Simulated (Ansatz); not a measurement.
# Hf (P6_3/mmc) in Ansatz: further runs, part 2 of 2

Ansatz 0.2.0. The steps go on from the part before.

## Step 3: Phonons, PBE

input.yaml

```yaml
crystal:
  lattice:
    - [3.1967, 0.0, 0.0]
    - [-1.59835, 2.7684234083, 0.0]
    - [0.0, 0.0, 5.0578]
  atoms:
    - { symbol: Hf, position: [0.6666666667, 0.3333333333, 0.75] }
    - { symbol: Hf, position: [0.3333333333, 0.6666666667, 0.25] }
kpoints:
  mp_grid: { grid: [7, 7, 4] }
scf:
  occupations: { method: fermi_dirac, width: 0.05 }
hamiltonian:
  xc: pbe
  pseudopotentials: { kind: all_electron, lapw: { basis_error: 0.001 } }
output: {}
phonons:
  method: fd
  supercell: [1, 1, 1]
```

Potentials or basis: all-electron LAPW, scalar-relativistic.

Started as:

```
ansatz run input.yaml --threads 1 --pin off --max-ram 3072MiB --backend cpu --events-out ev --progress --plain --runs-dir out
```

What it wrote:

```text
Warning: RAYON_NUM_THREADS=1 ignored (pool sized by the plan → 1); use --threads N
LAPW: plane waves up to 7.773 Å⁻¹, error target 1.0e-3 eV per atom; small_component_spin mean_spin; Hf in spheres of 1.518 Å, 36 of its electrons in bands, Dirac shells [] (how accurate: hamiltonian.pseudopotentials.lapw.basis_error, Limitations)
Engine: ansatz 0.2.0, x86_64-unknown-linux-gnu
Pseudopotentials: kind: all_electron
Pseudopotential: Hf, LAPW, valence charge 36, lapw/all_electron/scalar/gaussian/Hf, Koelling and Harmon's equation, gaussian nucleus
Functional definition: PBE
  parameter kappa = 0.804
  parameter beta = 0.06672455060314922
  exchange = pbe_x(kappa = kappa, mu = beta*pi^2/3)
  correlation = pbe_c(beta = beta)
Crystal: 2 atoms, lattice volume = 44.761 Å³
Basis set: ecut = 230.2179347125152 eV, 337 PW (Γ), exchange–correlation at level 2
Bands: 44, of which v1, the nominal top of the filled ones, is band 36 counted from 1 (35 counted from 0)
Symmetry: 24 space group operations
k-points: 24 of 196
Non-local potential: Hf, projectors of the file, none
Initial density: superposition of atomic densities (chi_scale 0.1, normalization cell)
Initial wavefunctions: plane waves of lowest kinetic energy (no species holds an atomic orbital)
Functional: x = pbe(κ = 0.804, μ = 0.2195149727645171), c = pbe(β = 0.06672455060314922)
iter 1 solved again at ethr=3.69e-4 eV; its pass at ethr=1.00e-1 eV (dr2=2.66e-1 eV) is discarded
SCF iter   1: F=—  HF=-820500.729813 eV  |F-HF|=—  |Δ(HF+E_count)|=         —  Δρ=2.54e-2  dr2=2.66e-1  ethr=3.69e-4  ⟨swp⟩=2.4  Hψ=6502  notcnv=0
preconditioner: auto → Resta (q_TF=auto, 2.953 Å⁻¹)  ε∞=5.6  [insulator: Δε(μ)=0.144 eV  Ē_g=17.930 eV  σ=0.050 eV  W_gap=0.53  n_scr=22 (ndim 8)  ℏωp=38.5 eV  f_vac=0.000  D(μ)=0.96/eV (n_scr^D=2)  ε∞_Penn≈5.6]
SCF iter   2: F=—  HF=-820500.544823 eV  |F-HF|=—  |Δ(HF+E_count)|=   1.85e-1  Δρ=1.47e-2  dr2=1.00e-1  ethr=3.69e-4  ⟨swp⟩=2.0  Hψ=3336  notcnv=0
preconditioner: auto → Kerker (q_TF=auto, 2.953 Å⁻¹)  [metal: Δε(μ)=0.096 eV  Ē_g=18.677 eV  σ=0.050 eV  W_gap=0.40  n_scr=22 (ndim 8)  ℏωp=38.5 eV  f_vac=0.000  D(μ)=1.09/eV (n_scr^D=2)]
SCF iter   3: F=—  HF=-820500.516980 eV  |F-HF|=—  |Δ(HF+E_count)|=   2.78e-2  Δρ=1.06e-2  dr2=5.56e-2  ethr=1.39e-4  ⟨swp⟩=2.0  Hψ=3159  notcnv=0
SCF iter   4: F=—  HF=-820500.495841 eV  |F-HF|=—  |Δ(HF+E_count)|=   2.11e-2  Δρ=5.24e-3  dr2=1.51e-2  ethr=7.72e-5  ⟨swp⟩=2.0  Hψ=3019  notcnv=0
iter 5 solved again at ethr=1.02e-6 eV; its pass at ethr=2.10e-5 eV (dr2=7.36e-4 eV) is discarded
SCF iter   5: F=—  HF=-820500.495635 eV  |F-HF|=—  |Δ(HF+E_count)|=         —  Δρ=1.14e-3  dr2=7.35e-4  ethr=1.02e-6  ⟨swp⟩=2.0  Hψ=5308  notcnv=0
the basis was enlarged: its passes take 89.6 KiB over the memory plan, 1 of 1 planned eigensolver slots
SCF iter   6: F=—  HF=-820500.495731 eV  |F-HF|=—  |Δ(HF+E_count)|=   9.61e-5  Δρ=3.52e-4  dr2=6.01e-5  ethr=1.02e-6  ⟨swp⟩=2.0  Hψ=3159  notcnv=0
SCF iter   7: F=—  HF=-820500.495728 eV  |F-HF|=—  |Δ(HF+E_count)|=   2.24e-6  Δρ=9.10e-5  dr2=5.17e-6  ethr=8.35e-8  ⟨swp⟩=2.0  Hψ=3159  notcnv=0
SCF iter   8: F=—  HF=-820500.495728 eV  |F-HF|=—  |Δ(HF+E_count)|=   6.03e-7  Δρ=2.35e-5  dr2=3.07e-7  ethr=7.19e-9  ⟨swp⟩=2.0  Hψ=3159  notcnv=0
SCF iter   9: F=—  HF=-820500.495728 eV  |F-HF|=—  |Δ(HF+E_count)|=   5.69e-8  Δρ=5.96e-6  dr2=1.66e-8  ethr=4.26e-10  ⟨swp⟩=2.0  Hψ=3159  notcnv=0
SCF iter  10: F=-820500.495728 eV  HF=-820500.495728 eV  |F-HF|=1.16e-9  |Δ(HF+E_count)|=  8.15e-10  Δρ=1.31e-6  dr2=6.24e-10  ethr=2.30e-11  ⟨swp⟩=2.4  Hψ=3175  notcnv=0
SCF 1 converged in 10 iterations: F = -820500.495728 eV  dr2 = 6.24e-10
Symmetry: 1 space group operations
k-points: 99 of 196 (time reversal used)
Initial density: handed on by an earlier stage of this run
Initial wavefunctions: plane waves of lowest kinetic energy (no species holds an atomic orbital; no wavefunctions were taken with the density)
iter 1 solved again at ethr=1.42e-6 eV; its pass at ethr=1.00e-1 eV (dr2=1.02e-3 eV) is discarded
SCF iter   1: F=—  HF=-820500.495834 eV  |F-HF|=—  |Δ(HF+E_count)|=         —  Δρ=6.67e-4  dr2=1.02e-3  ethr=1.42e-6  ⟨swp⟩=3.9  Hψ=30698  notcnv=0
preconditioner: auto → Kerker (q_TF=auto, 2.953 Å⁻¹)  [metal: Δε(μ)=0.080 eV  Ē_g=18.545 eV  σ=0.050 eV  W_gap=0.37  n_scr=22 (ndim 8)  ℏωp=38.5 eV  f_vac=0.000  D(μ)=1.28/eV (n_scr^D=8)]
SCF iter   2: F=—  HF=-820500.495723 eV  |F-HF|=—  |Δ(HF+E_count)|=   1.11e-4  Δρ=4.52e-4  dr2=4.82e-4  ethr=1.42e-6  ⟨swp⟩=2.0  Hψ=13050  notcnv=0
iter 3 solved again at ethr=6.63e-8 eV; its pass at ethr=6.70e-7 eV (dr2=4.77e-5 eV) is discarded
SCF iter   3: F=—  HF=-820500.495631 eV  |F-HF|=—  |Δ(HF+E_count)|=   9.14e-5  Δρ=1.38e-4  dr2=4.78e-5  ethr=6.63e-8  ⟨swp⟩=2.0  Hψ=21942  notcnv=0
SCF iter   4: F=—  HF=-820500.495623 eV  |F-HF|=—  |Δ(HF+E_count)|=   8.88e-6  Δρ=4.80e-5  dr2=2.32e-6  ethr=6.63e-8  ⟨swp⟩=2.1  Hψ=13057  notcnv=0
SCF iter   5: F=—  HF=-820500.495621 eV  |F-HF|=—  |Δ(HF+E_count)|=   1.48e-6  Δρ=2.12e-5  dr2=3.41e-7  ethr=3.22e-9  ⟨swp⟩=2.0  Hψ=13050  notcnv=0
SCF iter   6: F=—  HF=-820500.495621 eV  |F-HF|=—  |Δ(HF+E_count)|=   6.76e-8  Δρ=1.43e-5  dr2=1.81e-7  ethr=4.74e-10  ⟨swp⟩=2.0  Hψ=13050  notcnv=0
SCF iter   7: F=—  HF=-820500.495621 eV  |F-HF|=—  |Δ(HF+E_count)|=   6.07e-8  Δρ=7.23e-6  dr2=4.21e-8  ethr=2.51e-10  ⟨swp⟩=2.0  Hψ=13050  notcnv=0
SCF iter   8: F=—  HF=-820500.495621 eV  |F-HF|=—  |Δ(HF+E_count)|=   1.08e-8  Δρ=2.41e-6  dr2=5.72e-9  ethr=5.85e-11  ⟨swp⟩=2.0  Hψ=13050  notcnv=0
SCF iter   9: F=-820500.495621 eV  HF=-820500.495621 eV  |F-HF|=4.66e-10  |Δ(HF+E_count)|=   7.92e-9  Δρ=5.58e-7  dr2=1.93e-10  ethr=7.95e-12  ⟨swp⟩=2.0  Hψ=13050  notcnv=0
SCF 2 converged in 9 iterations: F = -820500.495621 eV  dr2 = 1.93e-10
SCF converged after 10 iterations
Free energy (F): -820500.495728 eV
Harris-Foulkes:  -820500.495728 eV  (|F-HF|=1.16e-9)
Internal energy: -820500.483564 eV  (E = F + TS)
E sigma→0 (E₀):  -820500.489646 eV
Entropy (-TS):   -0.012164 eV (-6.082 meV/atom)
Fermi energy:    20.279069 eV
--- Per-component energies (eV) ---
  E_band       = -3534.193860
  E_kinetic    = 912958.903749
  E_xc         = -16830.341093
  E_electrostatic = -1716629.046220  (all electrons and nuclei)
  E_smearing   = -0.012164  (= −TS)
  E_closure    = 0.000000  (closes the sum)
  E_atoms      = -820485.842060  (free atoms, spherical and without spin; not in F)
  Σ components = -820500.495728   (vs F -820500.495728, Δ=0.00e0)
  Basis errors (estimates in eV, not in F): energy 2.5e-4 per atom: plane waves 2.1e-4 (1.1e-4 summed), levels above the bands 3.1e-68, relativity 6.3e-8, radial functions 4.3e-5, core shells 4.5e-7; eigenvalues (radial functions only) 3.6e-7; not estimated: angular momenta, meshes, grids; target (lapw.basis_error) 1.0e-3; muffin-tin radii Hf 1.518 Å
--- Forces (eV/Å), atoms counted from 1 ---
  atom   1  Hf    -0.00000000     0.00000000     0.00000000
  atom   2  Hf     0.00000000    -0.00000000    -0.00000000
  max |Σ_I F_I| component: 3.70e-17 eV/Å
--- Band table (eV; the first three rows and the last of 24) ---
  k-point 0: bands = ["-181.1282", "-181.1282", "-181.1282", "-181.1282", "-181.1223", "-181.1223", "-181.1064", "-181.1064", "-181.1064", "-181.1064", "-41.7075", "-41.6363", "-10.8369", "-10.1100", "-10.1100", "-9.9819", "-9.9819", "-9.9686", "8.3286", "8.3523", "8.3588", "8.3588", "8.3592", "8.3634", "8.3634", "8.3711", "8.3711", "8.3835", "8.4015", "8.4015", "8.4337", "8.4373", "12.8380", "16.5006", "20.8497", "21.3801", "21.3801", "21.6702", "22.2020", "22.2020", "22.8526", "22.8526", "25.5500", "25.5500"]
  k-point 1: bands = ["-181.1282", "-181.1282", "-181.1282", "-181.1282", "-181.1223", "-181.1223", "-181.1064", "-181.1064", "-181.1064", "-181.1064", "-41.6971", "-41.6468", "-10.7170", "-10.1037", "-10.0914", "-10.0914", "-10.0008", "-10.0008", "8.3293", "8.3450", "8.3450", "8.3509", "8.3584", "8.3584", "8.3602", "8.3821", "8.3851", "8.3851", "8.4074", "8.4074", "8.4342", "8.4368", "13.3973", "16.1386", "20.2985", "21.1808", "21.1808", "21.2068", "21.8039", "21.8039", "23.6492", "23.6492", "25.6589", "25.6589"]
  k-point 2: bands = ["-181.1282", "-181.1282", "-181.1282", "-181.1282", "-181.1223", "-181.1223", "-181.1064", "-181.1064", "-181.1064", "-181.1064", "-41.6720", "-41.6720", "-10.4180", "-10.4180", "-10.0462", "-10.0462", "-10.0462", "-10.0462", "8.3370", "8.3370", "8.3445", "8.3445", "8.3445", "8.3445", "8.3737", "8.3737", "8.4039", "8.4039", "8.4039", "8.4039", "8.4355", "8.4355", "14.8103", "14.8103", "20.3682", "20.3682", "21.2700", "21.2700", "21.2700", "21.2700", "25.0055", "25.0055", "25.0055", "25.0055"]
  k-point 23: bands = ["-181.1282", "-181.1282", "-181.1282", "-181.1282", "-181.1223", "-181.1223", "-181.1064", "-181.1064", "-181.1064", "-181.1064", "-41.6330", "-41.6330", "-10.6568", "-10.6568", "-10.3964", "-10.3964", "-10.1135", "-10.1135", "8.3547", "8.3547", "8.3610", "8.3610", "8.3691", "8.3691", "8.3743", "8.3743", "8.3798", "8.3798", "8.3853", "8.3853", "8.4140", "8.4140", "17.9446", "17.9446", "19.2278", "19.2278", "19.9951", "19.9951", "22.5866", "22.5866", "25.5985", "25.5985", "28.0033", "28.0033"]
--- Phonons: 1 displaced member + reference (amplitude 0.01 Å, Σ member SCF iterations 9) ---
  symmetry images taken by strict's conditions (phonons.symmetry_images: auto; settled by no image being taken that strict refuses)
  ASR residual: 6.865e-6 → 0.000e0 eV/Å²; symmetrization residual: 3.997e-15 eV/Å²
  largest component of a force at the reference: 4.8e-16 eV/Å
  ASR residual per site (eV/Å²): 6.86e-6 6.86e-6
  Γ frequencies (cm⁻¹): 0.00 0.00 0.00 65.14 65.14 105.02
  density of states and harmonic sums: on the 22×22×12 q-mesh, interpolated from the force constants of a 1×1×1 supercell (no non-analytic term)
  largest difference from the sums on the solved wave vectors: F 7.80e-1 eV, S 1.04e-3 and C_V 2.58e-4 eV/K
  zero-point energy: 0.020108 eV/cell   skipped modes (ω ≤ 0): 3   left out of the sums: 8.61e-5 of the cell's modes: C_V's classical limit lies that fraction below 3 k_B per atom; for a crystal, a wire or a layer, F and S can be off by more, and a phonons.interpolated_qmesh denser along its periods is the remedy for the sampling
```

phdos.tsv:

```text
# omega_inv_cm	omega_thz	g_bin_mean(omega)[modes/inv_cm]
# format = ansatz-phdos/2
# interpolated_qmesh = 22 22 12
# force_constants_supercell = 1 1 1
# lo_to_splitting: not included (the non-analytic LO-TO correction is not applied to the interpolated dynamical matrix; polar crystals: no LO-TO splitting at GAMMA, and LO and other optical branches, acoustic branches and sound speeds, and with them the density of states and the thermodynamics, can be off between the wave vectors that the force constants were sampled on, most near GAMMA; a larger extent of the force constants narrows that region and is not shown to mend the acoustic slopes)
# g_bin_mean(omega): the modes in a bin one row spacing wide, centred on omega, divided by that spacing. A flat band (one whose frequency is the same at every q-point) is counted whole in the row whose bin holds it (on the edge of two bins, in the lower row). The modes of the run's own cell are the sum of g_bin_mean times the row spacing in inv_cm (a plain sum, not the trapezoid rule); for a one-atom cell on a GAMMA-only q-mesh every row is zero, so that sum is 0, not 3
0.000000	0.000000	3.358035e-8
0.210049	0.006297	8.730890e-7
0.420098	0.012594	3.290874e-6
0.630147	0.018891	7.320515e-6
0.840195	0.025188	1.296201e-5
1.050244	0.031486	2.021537e-5
[... 493 lines left out ...]
104.814387	3.142256	8.943412e-4
105.024435	3.148553	3.756220e-5
```

It took 2.2 min on 1 thread of Intel Xeon at 2.50GHz (Skylake/Cascade Lake), shared host; peak memory 0.5 GiB.

Results:

```yaml
Free_energy: -820500.4957 eV
Band_gap_on_the_k_mesh: none (metal or under the smearing width)
Highest_phonon_frequency_at_Γ: 105 cm⁻¹
```

Phonon frequencies in cm⁻¹ (negative: imaginary):
```tsv
q point	frequencies
(0.000, 0.000, 0.000)	0 0 0 65 65 105
```

Caveat: the k mesh is thin for a metal, which can move the energy by tens of meV per atom; a metal's response needs a denser mesh.
